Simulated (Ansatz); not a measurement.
# Br (Cmce) in Ansatz: relaxation of cell and atoms with PBE+D4

Aim: the relaxation of cell and atoms of Br with PBE+D4.

All numbers are computed with Ansatz 0.2.0; they aren't measurements. Logs are shortened: lines on timing, memory, paths and dates and some standing lists are left out, and cuts for length are marked.

## 1. Starting point

The structure is orthorhombic, space group Cmce (No. 64). Conventional cell: a = 6.726 Å, b = 4.645 Å, c = 8.702 Å, α = 90.00°, β = 90.00°, γ = 90.00°. Br (site symmetry m) is surrounded by 1 Br at 2.29 Å.

## 2. Relaxation of cell and atoms, PBE+D4

input.yaml reads:

```yaml
crystal:
  lattice:
    - [3.36325, -2.32255, 0.0]
    - [3.36325, 2.32255, 0.0]
    - [0.0, 0.0, 8.7023]
  atoms:
    - { symbol: Br, position: [0.3651, 0.6349, 0.3901] }
    - { symbol: Br, position: [0.1349, 0.8651, 0.8901] }
    - { symbol: Br, position: [0.6349, 0.3651, 0.6099] }
    - { symbol: Br, position: [0.8651, 0.1349, 0.1099] }
hamiltonian:
  xc: pbe
  pseudopotentials: { kind: paw }
  dispersion: d4
kpoints:
  mp_grid: { grid: [7, 7, 3] }
scf:
  occupations: { method: fermi_dirac, width: 0.05 }
output:
  forces: true
  stress: true
relax:
  f_tol: 0.01
  max_steps: 40
  cell: { stress_tol: 0.05 }
```

Potentials or basis: Ansatz PAW.

The run is started by

```bash
ansatz run input.yaml --threads 2 --pin off --max-ram 5632MiB --backend cpu --events-out ev --progress --plain --runs-dir out
```

Standard output:

```text
Warning: RAYON_NUM_THREADS=2 ignored (pool sized by the plan → 2); use --threads N
Engine: ansatz 0.2.0, x86_64-unknown-linux-gnu
Pseudopotentials: kind: paw
Pseudopotential: Br, paw, valence charge 7, recommended cutoff 420 eV (normal), Br.paw.azcp
Functional definition: PBE
  parameter kappa = 0.804
  parameter beta = 0.06672455060314922
  exchange = pbe_x(kappa = kappa, mu = beta*pi^2/3)
  correlation = pbe_c(beta = beta)
Crystal: 4 atoms, lattice volume = 135.953 Å³
Basis set: ecut = 420 eV, 2641 PW (Γ), exchange–correlation on 60×60×120 points (8 copies of the dense FFT grid, shifted against one another)
Bands: 18, of which v1, the nominal top of the filled ones, is band 14 counted from 1 (13 counted from 0)
Symmetry: 8 space group operations
Space group: Cmce (ITA 64), of the structure as read, at distance tolerance 5.1e-5 Å
k-points: 32 of 147
Non-local potential: Br, projectors of the file, l = 0: 2, l = 1: 2, l = 2: 2
PAW form: soft (Blöchl's): semilocal exchange-correlation on the pseudo side does not see the compensation charge
PAW one-centre angular grid: Br, 110 points (default); XC on 64 Gauss nodes
Initial density: superposition of atomic densities (neutral atoms: chi_scale 0, normalization atom), corrected by the library's trained network
Initial wavefunctions: pseudopotential atomic-orbital guess
Functional: x = pbe(κ = 0.804, μ = 0.2195149727645171), c = pbe(β = 0.06672455060314922)
SCF iter   1: F=—  HF=-11133.450149 eV  |F-HF|=—  |Δ(HF+E_count)|=         —  Δρ=1.26e-3  dr2=1.38e-3  ethr=1.77e-3  ⟨swp⟩=6.8  Hψ=3479  notcnv=0
preconditioner: auto → Resta (q_TF=auto, 2.097 Å⁻¹)  ε∞=3.6  [insulator: Δε(μ)=1.901 eV  Ē_g=10.516 eV  σ=0.050 eV  W_gap=1.00  n_scr=22 (ndim 8)  ℏωp=16.9 eV  f_vac=0.000  D(μ)=0.00/eV (n_scr^D=0)  ε∞_Penn≈3.6]
SCF iter   2: F=—  HF=-11133.451736 eV  |F-HF|=—  |Δ(HF+E_count)|=   1.59e-3  Δρ=6.51e-4  dr2=3.57e-4  ethr=4.91e-6  ⟨swp⟩=3.0  Hψ=1421  notcnv=0
SCF iter   3: F=—  HF=-11133.452112 eV  |F-HF|=—  |Δ(HF+E_count)|=   3.76e-4  Δρ=1.23e-4  dr2=1.79e-5  ethr=1.27e-6  ⟨swp⟩=2.2  Hψ=917  notcnv=0
SCF iter   4: F=—  HF=-11133.452168 eV  |F-HF|=—  |Δ(HF+E_count)|=   5.56e-5  Δρ=4.00e-5  dr2=2.52e-6  ethr=6.38e-8  ⟨swp⟩=2.9  Hψ=1067  notcnv=0
SCF iter   5: F=—  HF=-11133.452170 eV  |F-HF|=—  |Δ(HF+E_count)|=   2.69e-6  Δρ=8.77e-6  dr2=1.11e-7  ethr=9.02e-9  ⟨swp⟩=2.1  Hψ=897  notcnv=0
SCF iter   6: F=-11133.452171 eV  HF=-11133.452171 eV  |F-HF|=2.61e-9  |Δ(HF+E_count)|=   1.67e-7  Δρ=1.82e-6  dr2=4.71e-9  ethr=3.57e-10  ⟨swp⟩=5.0  Hψ=2406  notcnv=0
SCF 1 converged in 6 iterations: F = -11133.452171 eV  dr2 = 4.71e-9
relax step   1: F+E_penalty+E_count = -11133.45217059 eV  Δ(F+E_penalty+E_count) = +0.000e0 eV  max|allowed force component| = 7.715e-1 eV/Å  Δτ_max = 0.0000 Å  P = +0.584 GPa  Ω = 135.953 Å³  (6 SCF iters, dr2 threshold 1.00e-7 eV, accepted)
Crystal: 4 atoms, lattice volume = 123.736 Å³
Basis set: ecut = 420 eV, 2459 PW (Γ), exchange–correlation on 60×60×120 points (8 copies of the dense FFT grid, shifted against one another)
Initial density: handed on by an earlier stage of this run
Initial wavefunctions: those handed on with the density
iter 1 solved again at ethr=2.13e-4 eV; its pass at ethr=3.10e-3 eV (dr2=5.96e-2 eV) is discarded
SCF iter   1: F=—  HF=-11133.598166 eV  |F-HF|=—  |Δ(HF+E_count)|=         —  Δρ=9.61e-3  dr2=6.04e-2  ethr=2.13e-4  ⟨swp⟩=1.1  Hψ=4289  notcnv=0
preconditioner: auto → Resta (q_TF=auto, 2.130 Å⁻¹)  ε∞=3.8  [insulator: Δε(μ)=1.692 eV  Ē_g=10.572 eV  σ=0.050 eV  W_gap=1.00  n_scr=22 (ndim 8)  ℏωp=17.7 eV  f_vac=0.000  D(μ)=0.00/eV (n_scr^D=0)  ε∞_Penn≈3.8]
SCF iter   2: F=—  HF=-11133.581106 eV  |F-HF|=—  |Δ(HF+E_count)|=   1.71e-2  Δρ=4.65e-3  dr2=1.20e-2  ethr=2.13e-4  ⟨swp⟩=3.0  Hψ=976  notcnv=0
SCF iter   3: F=—  HF=-11133.577837 eV  |F-HF|=—  |Δ(HF+E_count)|=   3.27e-3  Δρ=5.95e-4  dr2=2.92e-4  ethr=4.30e-5  ⟨swp⟩=2.0  Hψ=1024  notcnv=0
SCF iter   4: F=—  HF=-11133.577890 eV  |F-HF|=—  |Δ(HF+E_count)|=   5.32e-5  Δρ=9.04e-5  dr2=1.03e-5  ethr=1.04e-6  ⟨swp⟩=2.4  Hψ=1039  notcnv=0
iter 5 did not close the SCF: its close was put off for the readings that it lacked (scf_convergence_deferred on its scf_iter line)
[... 6 lines left out ...]
Basis set: ecut = 420 eV, 2445 PW (Γ), exchange–correlation on 60×60×120 points (8 copies of the dense FFT grid, shifted against one another)
iter 1 solved again at ethr=2.78e-5 eV; its pass at ethr=3.10e-3 eV (dr2=7.79e-3 eV) is discarded
SCF iter   1: F=—  HF=-11133.621698 eV  |F-HF|=—  |Δ(HF+E_count)|=         —  Δρ=3.45e-3  dr2=7.46e-3  ethr=2.78e-5  ⟨swp⟩=2.1  Hψ=4147  notcnv=0
preconditioner: auto → Resta (q_TF=auto, 2.132 Å⁻¹)  ε∞=3.9  [insulator: Δε(μ)=1.580 eV  Ē_g=10.493 eV  σ=0.050 eV  W_gap=1.00  n_scr=22 (ndim 8)  ℏωp=17.7 eV  f_vac=0.000  D(μ)=0.00/eV (n_scr^D=0)  ε∞_Penn≈3.9]
[... 61 lines left out ...]
relax step   7: F+E_penalty+E_count = -11133.63655250 eV  Δ(F+E_penalty+E_count) = -1.561e-3 eV  max|allowed force component| = 1.365e-2 eV/Å  Δτ_max = 0.0137 Å  P = +0.003 GPa  Ω = 122.929 Å³  energy of the carried Pulay correction = +9.103e-4 eV  (6 SCF iters, dr2 threshold 1.13e-7 eV, accepted)
Crystal: 4 atoms, lattice volume = 123.176 Å³
Basis set: ecut = 420 eV, 2401 PW (Γ), exchange–correlation on 60×60×120 points (8 copies of the dense FFT grid, shifted against one another)
iter 1 solved again at ethr=6.15e-8 eV; its pass at ethr=3.10e-3 eV (dr2=1.72e-5 eV) is discarded
SCF iter   1: F=—  HF=-11133.636633 eV  |F-HF|=—  |Δ(HF+E_count)|=         —  Δρ=1.92e-4  dr2=2.35e-5  ethr=6.15e-8  ⟨swp⟩=3.0  Hψ=3903  notcnv=0
preconditioner: auto → Resta (q_TF=auto, 2.131 Å⁻¹)  ε∞=3.9  [insulator: Δε(μ)=1.329 eV  Ē_g=10.462 eV  σ=0.050 eV  W_gap=1.00  n_scr=22 (ndim 8)  ℏωp=17.7 eV  f_vac=0.000  D(μ)=0.00/eV (n_scr^D=0)  ε∞_Penn≈3.9]
SCF iter   2: F=—  HF=-11133.636603 eV  |F-HF|=—  |Δ(HF+E_count)|=   2.93e-5  Δρ=9.52e-5  dr2=5.66e-6  ethr=6.15e-8  ⟨swp⟩=1.9  Hψ=796  notcnv=0
SCF iter   3: F=—  HF=-11133.636600 eV  |F-HF|=—  |Δ(HF+E_count)|=   3.40e-6  Δρ=9.71e-6  dr2=1.24e-7  ethr=2.02e-8  ⟨swp⟩=2.0  Hψ=1024  notcnv=0
iter 4 did not close the SCF: its close was put off for the readings that it lacked (scf_convergence_deferred on its scf_iter line)
SCF iter   4: F=-11133.636600 eV  HF=-11133.636600 eV  |F-HF|=5.44e-9  |Δ(HF+E_count)|=   3.90e-8  Δρ=2.06e-6  dr2=7.16e-9  ethr=4.41e-10  ⟨swp⟩=2.3  Hψ=1034  notcnv=0
iter 5 did not close the SCF: its close was put off for the readings that it lacked (scf_convergence_deferred on its scf_iter line)
SCF iter   5: F=-11133.636600 eV  HF=-11133.636600 eV  |F-HF|=2.89e-10  |Δ(HF+E_count)|=   6.03e-9  Δρ=3.71e-7  dr2=2.02e-10  ethr=2.56e-11  ⟨swp⟩=2.5  Hψ=1028  notcnv=0
SCF iter   6: F=-11133.636600 eV  HF=-11133.636600 eV  |F-HF|=1.46e-11  |Δ(HF+E_count)|=  3.20e-10  Δρ=7.10e-8  dr2=6.26e-12  ethr=1.00e-12  ⟨swp⟩=2.1  Hψ=1978  notcnv=0
SCF 8 converged in 6 iterations: F = -11133.636600 eV  dr2 = 6.26e-12
relax step   8: F+E_penalty+E_count = -11133.63659994 eV  Δ(F+E_penalty+E_count) = -4.744e-5 eV  max|allowed force component| = 8.531e-4 eV/Å  Δτ_max = 0.0018 Å  P = +0.003 GPa  Ω = 123.176 Å³  energy of the carried Pulay correction = +8.922e-4 eV  (6 SCF iters, dr2 threshold 1.16e-8 eV, accepted)
Initial wavefunctions: pseudopotential atomic-orbital guess (no wavefunctions were taken with the density)
iter 1 solved again at ethr=6.98e-7 eV; its pass at ethr=3.10e-3 eV (dr2=1.95e-4 eV) is discarded
SCF iter   1: F=—  HF=-11133.635689 eV  |F-HF|=—  |Δ(HF+E_count)|=         —  Δρ=6.18e-5  dr2=5.34e-7  ethr=6.98e-7  ⟨swp⟩=3.9  Hψ=5142  notcnv=0
preconditioner: auto → Resta (q_TF=auto, 2.131 Å⁻¹)  ε∞=3.9  [insulator: Δε(μ)=1.330 eV  Ē_g=10.462 eV  σ=0.050 eV  W_gap=1.00  n_scr=22 (ndim 8)  ℏωp=17.7 eV  f_vac=0.000  D(μ)=0.00/eV (n_scr^D=0)  ε∞_Penn≈3.9]
SCF iter   2: F=—  HF=-11133.635667 eV  |F-HF|=—  |Δ(HF+E_count)|=   2.20e-5  Δρ=3.26e-5  dr2=1.46e-7  ethr=1.91e-9  ⟨swp⟩=2.6  Hψ=1045  notcnv=0
SCF iter   3: F=—  HF=-11133.635668 eV  |F-HF|=—  |Δ(HF+E_count)|=   1.08e-6  Δρ=1.43e-6  dr2=1.70e-9  ethr=5.21e-10  ⟨swp⟩=2.1  Hψ=1011  notcnv=0
SCF iter   4: F=—  HF=-11133.635668 eV  |F-HF|=—  |Δ(HF+E_count)|=  2.29e-10  Δρ=4.24e-7  dr2=8.34e-11  ethr=6.06e-12  ⟨swp⟩=2.1  Hψ=928  notcnv=0
iter 5 did not close the SCF: its close was put off for the readings that it lacked (scf_convergence_deferred on its scf_iter line)
SCF iter   5: F=-11133.635668 eV  HF=-11133.635668 eV  |F-HF|=1.82e-12  |Δ(HF+E_count)|=  5.28e-11  Δρ=6.56e-8  dr2=2.56e-12  ethr=1.00e-12  ⟨swp⟩=2.1  Hψ=779  notcnv=0
SCF iter   6: F=-11133.635668 eV  HF=-11133.635668 eV  |F-HF|=1.82e-12  |Δ(HF+E_count)|=  5.46e-12  Δρ=1.14e-8  dr2=1.95e-13  ethr=1.00e-12  ⟨swp⟩=3.1  Hψ=2108  notcnv=0
SCF 9 converged in 6 iterations: F = -11133.635668 eV  dr2 = 1.95e-13
relax step   9: F+E_penalty+E_count = -11133.63566760 eV  Δ(F+E_penalty+E_count) = +9.323e-4 eV  max|allowed force component| = 6.364e-4 eV/Å  Δτ_max = 0.0000 Å  P = +0.002 GPa  Ω = 123.176 Å³  stress off target by 4.98e-3 GPa  SCF on the basis re-selected at this cell (its energy is not comparable with the rows above)  (6 SCF iters)
basis re-selected at this cell: Δ(F+E_penalty+E_count) = +9.323e-4 eV, ΔP = -0.001 GPa vs the last step (what re-selecting the basis moved, of the pressure what is left beyond the Pulay correction that the steps carried, after the strain that the cell walked since its last selection, with what the two solves' SCF thresholds leave and, on support functions, any second-order correction that the steps lacked; it is no measure of the basis error at this ecutwfc). This SCF's stress stands 4.98e-3 GPa from its target on what of the cell is left free (relax.cell.stress_tol is 5.00e-2 GPa) and its largest allowed force component is 6.36e-4 eV/Å (relax.f_tol is 1.00e-2 eV/Å): within both
SCF converged after 6 iterations
Free energy (F): -11133.635668 eV
Harris-Foulkes:  -11133.635668 eV  (|F-HF|=1.82e-12)
Internal energy: -11133.635667 eV  (E = F + TS)
E sigma→0 (E₀):  -11133.635667 eV
Entropy (-TS):   -0.000000 eV (-0.000 meV/atom)
Fermi energy:    3.188279 eV
--- Per-component energies (eV) ---
  E_band       = -88.098197
  E_kinetic    = 526.680601
  E_local      = -863.432102  (includes V_loc(G=0)·N_el)
  E_nonlocal   = 281.317162
  E_hartree    = 210.986359
  E_xc         = -1051.714821
  E_vxc        = -406.607895  (∫ρ·V_xc dr)
  E_paw        = -8988.150377  (= ΣΔE_a)
  E_vpaw       = -48.028684  (= ΣTr[D̂ρ^β])
  E_aug_tail   = 0.000000  (compensation charges beyond the density's cutoff)
  E_ewald      = -1248.296376
  E_disp       = -1.026113  (pairwise vdW)
  E_smearing   = -0.000000  (= −TS)
  E_closure    = 0.000000  (closes the sum)
  Σ components = -11133.635668   (vs F -11133.635668, Δ=0.00e0)
--- Forces (eV/Å), atoms counted from 1 ---
  atom   1  Br    -0.00000000    -0.00017693     0.00063641
  atom   2  Br     0.00000000     0.00017693     0.00063641
  atom   3  Br     0.00000000     0.00017693    -0.00063641
  atom   4  Br    -0.00000000    -0.00017693    -0.00063641
  max |Σ_I F_I| component: 6.94e-18 eV/Å
--- Stress (GPa, compression-positive) ---
        0.004985       0.000000       0.000000
        0.000000      -0.003992       0.000000
        0.000000       0.000000       0.004844
  P = ⅓ Tr σ = 0.0019 GPa (0.019 kbar)
--- Relaxed structure (8 steps of the walk, 8 accepted, 1 SCFs on fresh bases) ---
  F+E_penalty+E_count = -11133.63566760 eV   max|allowed force component| = 6.364e-4 eV/Å   (the final SCF, on the basis selected at the relaxed cell)
  cell:  # Å, volume = 123.1756 Å³
    - [3.4677459236914614, -2.0730862220910526, 0.0]
    - [3.4677459236914614, 2.0730862220910526, 0.0]
    - [0.0, 0.0, 8.567027890941294]
  atoms:
    - { symbol: Br, position: [0.3485608526782368, 0.6514391473217634, 0.38083804825574435] }
    - { symbol: Br, position: [0.15143914732176345, 0.8485608526782368, 0.8808380482557443] }
    - { symbol: Br, position: [0.6514391473217634, 0.3485608526782368, 0.6191619517442557] }
    - { symbol: Br, position: [0.8485608526782368, 0.15143914732176345, 0.11916195174425567] }
```

Run time: 5.9 s. Hardware: 2 threads of AMD EPYC 9R45 (Zen 5), shared host; peak memory 0.47 GiB.

What came out:

```yaml
Free_energy: -11133.6357 eV
Relaxed_volume: 30.79 Å³/atom
Relaxed_cell: a = 4.040 Å, b = 4.040 Å, c = 8.567 Å, α = 90.00°, β = 90.00°, γ = 61.74°
Space_group_after_relaxing_to_0.05_Å: Cmce (No. 64)
Energy_gained_by_relaxing: 45.9 meV/atom
Ionic_steps: 9
Pressure_after_relaxing: 0.0 GPa
Band_gap_on_the_k_mesh: 1.33 eV
```

The path:
| step | energy change (eV) | largest force (eV/Å) | volume (Å³) |
| --- | --- | --- | --- |
| 1 | 0.0000 | 0.8839 | 135.95 |
| 2 | -0.1257 | 0.3759 | 123.74 |
| 3 | -0.1680 | 0.1128 | 122.94 |
| 4 | -0.1783 | 0.0268 | 120.30 |
| 5 | -0.1813 | 0.0400 | 122.35 |
| 6 | -0.1828 | 0.0421 | 123.24 |
| 7 | -0.1844 | 0.0146 | 122.93 |
| 8 | -0.1844 | 0.0009 | 123.18 |
| 9 | -0.1835 | 0.0007 | 123.18 |

Final structure:
```xyz
4
Lattice="3.4677 -2.0731 0.0000 3.4677 2.0731 0.0000 0.0000 0.0000 8.5670" Properties=species:S:1:pos:R:3 pbc="T T T"
Br    3.4677    0.6279    3.2627
Br    3.4677    1.4452    7.5462
Br    3.4677   -0.6279    5.3044
Br    3.4677   -1.4452    1.0209
```

Caveat: odd divisions of the mesh miss points on the zone boundary, where band edges often lie, so the gap on the mesh can be too wide; the plane-wave basis is chosen anew once the cell has moved, so the energies of steps on either side of that aren't comparable. A k mesh can miss the band edges.
